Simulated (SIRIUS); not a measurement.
# TiAl (P-6m2) in SIRIUS: reference runs

How does TiAl come out in PBEsol? The cell is run as given and disturbed.

Program: SIRIUS, more than one build. These are calculated values, not measurements. Logs are shortened: lines on timing, memory, paths and dates and some standing lists are left out, and cuts for length are marked. The log counts tension as positive stress, the text compression.

### Step 1. The crystal as given

The structure is hexagonal, space group P-6m2 (No. 187). The conventional cell has a = 2.867 Å, b = 2.867 Å, c = 4.678 Å, α = 90.00°, β = 90.00°, γ = 120.00°. Ti (site symmetry -6m2) has 6 Al at 2.87 Å and 6 Ti at 2.87 Å as nearest neighbours. Al (site symmetry -6m2) has 6 Ti at 2.87 Å and 6 Al at 2.87 Å as nearest neighbours.

The cell comes from a database or a generator and needn't be the stable form of this composition.

### Step 2. Single point, PBEsol

File sirius.json:

```json
{
  "control": {
    "processing_unit": "cpu",
    "verbosity": 2,
    "num_bands_to_print": 14,
    "print_forces": true,
    "print_stress": true
  },
  "parameters": {
    "electronic_structure_method": "pseudopotential",
    "xc_functionals": ["XC_GGA_X_PBE_SOL", "XC_GGA_C_PBE_SOL"],
    "gk_cutoff": 9.2,
    "pw_cutoff": 18.4,
    "ngridk": [11, 11, 6],
    "shiftk": [0, 0, 0],
    "smearing": "fermi_dirac",
    "smearing_width": 0.0018374661,
    "num_bands": 14,
    "num_mag_dims": 0,
    "num_dft_iter": 100,
    "energy_tol": 1e-08,
    "density_tol": 1e-06
  },
  "iterative_solver": {
    "type": "davidson",
    "min_tolerance": 1e-10
  },
  "mixer": {
    "type": "anderson",
    "beta": 0.7,
    "max_history": 8
  },
  "settings": {
    "tol_ne": 1e-10,
    "pseudo_grid_cutoff": 6.5
  },
  "unit_cell": {
    "lattice_vectors": [
      [5.418340347286, 0.0, 0.0],
      [-2.709170173549, 4.692420387043, 0.0],
      [0.0, 0.0, 8.840295658268]
    ],
    "atom_coordinate_units": "lattice",
    "atom_types": ["Ti", "Al"],
    "atom_files": {
      "Al": "Al.json",
      "Ti": "Ti.json"
    },
    "atoms": {
      "Ti": [
        [0.0, 0.0, 0.0]
      ],
      "Al": [
        [0.3333333333, 0.6666666667, 0.5]
      ]
    }
  }
}
```

Potentials or basis: PseudoDojo 0.4.1 PBEsol standard (scalar relativistic).

The run is started by

```bash
$ upf_to_json Al.upf
$ upf_to_json Ti.upf
$ OMP_NUM_THREADS=1 sirius.scf --input=sirius.json --output=out.json --task=0
```

The program printed:

```text
[info] SIRIUS version : 7.12.0
[info] number of MPI ranks           : 1
[info] MPI grid                      : 1 1
[info] maximum number of OMP threads : 1
[fft] FFT context for density and potential
[fft] =====================================
[fft]   comm size                             : 1
[fft]   plane wave cutoff                     : 18.4
[fft]   grid size                             : 36 36 54   total : 69984
[fft]   grid limits                           : -17 18   -17 18   -26 27
[fft]   number of G-vectors within the cutoff : 11828
[fft]   local number of G-vectors             : 11828
[fft]   number of G-shells                    : 1249
[fft] FFT context for coarse grid
[fft] =====================================
[fft]   comm size                             : 1
[fft]   plane wave cutoff                     : 18.4
[fft]   grid size                             : 36 36 54   total : 69984
[fft]   grid limits                           : -17 18   -17 18   -26 27
[fft]   number of G-vectors within the cutoff : 11828
[fft]   local number of G-vectors             : 11828
[fft]   number of G-shells                    : 1249
[unit cell] lattice vectors
[unit cell]   a1 :       5.4183403473      0.0000000000      0.0000000000
[unit cell]   a2 :      -2.7091701735      4.6924203870      0.0000000000
[unit cell]   a3 :       0.0000000000      0.0000000000      8.8402956583
[unit cell] reciprocal lattice vectors
[unit cell]   b1 :       1.1596143661      0.6695036664     -0.0000000000
[unit cell]   b2 :       0.0000000000      1.3390073329      0.0000000000
[unit cell]   b3 :       0.0000000000     -0.0000000000      0.7107437975
[unit cell] unit cell volume :       224.76567262 [a.u.^3]
[unit cell] 1/sqrt(omega)    :         0.06670141
[unit cell] MT volume        :         0.00000000 ( 0.00%)
[unit cell] IT volume        :       224.76567262 (100.00%)
[unit cell] number of atom types : 2
[unit cell] type id : 0 symbol : Ti mt_radius :  15.850000 num_atoms : 1
[unit cell] type id : 1 symbol : Al mt_radius :  18.750000 num_atoms : 1
[unit cell] total number of atoms : 2
[unit cell] number of symmetry classes : 2
[unit cell] number of PAW atoms : 0
[unit cell] atom id  type id  class id             position                      vector_field
[unit cell] ------------------------------------------------------------------------------------------
[unit cell]      0        0        0      0.00000   0.00000   0.00000      0.00000   0.00000   0.00000
[unit cell]      1        1        1      0.33333   0.66667   0.50000      0.00000   0.00000   0.00000
[unit cell] atom id         position (Cartesian, a.u.)
[unit cell] ---------------------------------------------
[unit cell]      0       0.000000    0.000000    0.000000
[unit cell]      1      -0.000000    3.128280    4.420148
[unit cell] class id : 0 atom id : 0
[unit cell] class id : 1 atom id : 1
[unit cell] minimum bond length:     5.415150
[unit cell] total number of pseudo wave-functions: 14
[sym] space group number   : 187
[sym] international symbol : P-6m2
[... 379 lines left out ...]
[find] Total energy                   :     -61.63852620 (Ha),    -123.27705241 (Ry)
[find] Free energy (E-TS)             :     -61.63939576 (Ha),    -123.27879153 (Ry)
[find] band gap (eV)                  :       0.00000000
[find] Efermi                         :       0.38000640
[find] iteration : 19, RMS (target) : 5.0764e-07 (1.0000e-06) , energy difference (target) : 2.3789e-09 (1.0000e-08)
[find] bands are converged : true
[find] iterative solver converged : false
[find] converged after 20 SCF iterations!
[find] Charges and magnetic moments
[find] --------------------------------------------------------------------------------
[find] total charge          : 15.000000
[find] Energy
[find] --------------------------------------------------------------------------------
[find] valence_eval_sum               :      -6.24892687
[find] <rho|V^{XC}>                   :     -10.78270150
[find] <rho|E^{XC}>                   :      -9.72835053
[find] <mag|B^{XC}>                   :       0.00000000
[find] <rho|V^{H}>                    :      36.30352302
[find] one-electron contribution      :     -31.76974838 (Ha),     -63.53949676 (Ry)
[find] hartree contribution           :      18.15176151
[find] xc contribution                :      -9.72835053
[find] ewald contribution             :     -38.29218711
[find] PAW contribution               :       0.00000000
[find] smearing (-TS)                 :      -0.00086956
[find] SCF correction                 :      -0.00000169
[find] Total energy                   :     -61.63852620 (Ha),    -123.27705241 (Ry)
[find] Free energy (E-TS)             :     -61.63939576 (Ha),    -123.27879153 (Ry)
[find] band gap (eV)                  :       0.00000000
[find] Efermi                         :       0.38000640
[ground_state] === stress tensor components [kbar] ===
[ground_state] === stress_kin ===
[ground_state] -21325.002252    0.000000    0.000000
[ground_state]     0.000000-21325.002252    0.000000
[ground_state]     0.000000    0.000000-21029.459106
[ground_state] === stress_har ===
[ground_state] -13142.081396    0.000000    0.000000
[ground_state]     0.000000-13142.081397    0.000000
[ground_state]     0.000000    0.000000 2524.164876
[ground_state] === stress_ewald ===
[ground_state] 10724.809320   -0.000000   -0.000000
[ground_state]    -0.00000010724.809320    0.000000
[ground_state]    -0.000000    0.00000028673.466414
[ground_state] === stress_vloc ===
[ground_state] 22385.058425   -0.000000    0.000000
[ground_state]    -0.00000022385.058426    0.000000
[ground_state]     0.000000    0.000000-11273.429978
[ground_state] === stress_xc ===
[ground_state]  1437.525704   -0.000000   -0.000000
[ground_state]    -0.000000 1437.525704    0.000000
[ground_state]    -0.000000    0.000000 1441.808886
[ground_state] === stress_core ===
[ground_state]  2373.123442   -0.000000    0.000000
[ground_state]    -0.000000 2373.123442    0.000000
[ground_state]     0.000000    0.000000 2380.967855
[ground_state] === stress_nonloc ===
[ground_state] -2430.031072    0.000000   -0.000000
[ground_state]     0.000000-2430.031072    0.000000
[ground_state]    -0.000000    0.000000-2677.745287
[ground_state] === stress_us_nl ===
[ground_state] -2430.031072    0.000000   -0.000000
[ground_state]     0.000000-2430.031072    0.000000
[ground_state]    -0.000000    0.000000-2677.745287
[ground_state] === stress_total ===
[ground_state]    23.402171   -0.000000   -0.000000
[ground_state]    -0.000000   23.402171    0.000000
[ground_state]    -0.000000    0.000000   39.773661
[ground_state] ==== total Forces in Ha/bohr =====
[ground_state] atom:    0, force:       0.0000000      0.0000000      0.0000000
[ground_state] atom:    1, force:       0.0000000     -0.0000000      0.0000000
[ground_state] ==== ultrasoft contribution from Qij =====
[ground_state] atom:    0, force:       0.0000000      0.0000000      0.0000000
[ground_state] atom:    1, force:       0.0000000      0.0000000      0.0000000
[ground_state] ==== non-local contribution from Beta-projector =====
[ground_state] atom:    0, force:       0.0000000      0.0000000      0.0000000
[ground_state] atom:    1, force:       0.0000000      0.0000000      0.0000000
[ground_state] ==== contribution from local potential =====
[ground_state] atom:    0, force:      -0.0000000      0.0000000      0.0000000
[ground_state] atom:    1, force:       0.0000000      0.0000000      0.0000000
[ground_state] ==== contribution from core density =====
[ground_state] atom:    0, force:      -0.0000000     -0.0000000      0.0000000
[ground_state] atom:    1, force:      -0.0000000      0.0000000      0.0000000
[ground_state] ==== Ewald forces from ions =====
[ground_state] atom:    0, force:      -0.0000000      0.0000000      0.0000000
[ground_state] atom:    1, force:       0.0000000     -0.0000000      0.0000000
[~DFT_ground_state] local op. applied: 36542
[~DFT_ground_state] evp. work count: 10631.5
[~DFT_ground_state] number of iterative solver steps: 2145
```

Run time: 82 s. Hardware: 1 thread of Intel Xeon Platinum 8259CL at 2.50GHz (Skylake/Cascade Lake), shared host; peak memory 0.46 GiB.

What came out:

```
Free energy            : -1677.2934 eV
Pressure               : -2.9 GPa
Band gap on the k mesh : none (metal or under the smearing width)
```

Stress tensor (GPa, compression positive):
```
-2.34  0.00  0.00
 0.00 -2.34  0.00
 0.00  0.00 -3.98
```

### Step 3. Single point, PBEsol (atoms moved at random, drawn with an rms of 0.05 Å)

sirius.json: that of step 2 with these lines changed.

```diff
@@ -25,3 +25,4 @@
     "type": "davidson",
-    "min_tolerance": 1e-10
+    "min_tolerance": 1e-09,
+    "tolerance_scale": [0.1, 0.25]
   },
@@ -50,6 +51,6 @@
       "Ti": [
-        [0.0, 0.0, 0.0]
+        [-0.009755, 0.004856, 0.01131]
       ],
       "Al": [
-        [0.3333333333, 0.6666666667, 0.5]
+        [0.348123, 0.662687, 0.516325]
       ]
```

Potentials or basis: PseudoDojo 0.4.1 PBEsol standard (scalar relativistic).

The run is started by

```bash
$ upf_to_json Al.upf
$ upf_to_json Ti.upf
$ OMP_NUM_THREADS=1 sirius.scf --input=sirius.json --output=out.json --task=0
```

Run time: 5.6 min. Hardware: 1 thread of Arm Neoverse V1, shared host; peak memory 2 GiB.

Results (log left out):

* Free energy: -1677.2847 eV
* Pressure: -2.8 GPa
* Largest force: 0.221 eV/Å
* Band gap on the k mesh: none (metal or under the smearing width)

Forces in eV/Å, atoms in the order of the input:
```
Ti   0.152 -0.027  0.158
Al  -0.152  0.027 -0.158
```

Stress tensor (GPa, compression positive):
```
-2.70  1.30  0.07
 1.30 -1.95 -0.01
 0.07 -0.01 -3.75
```
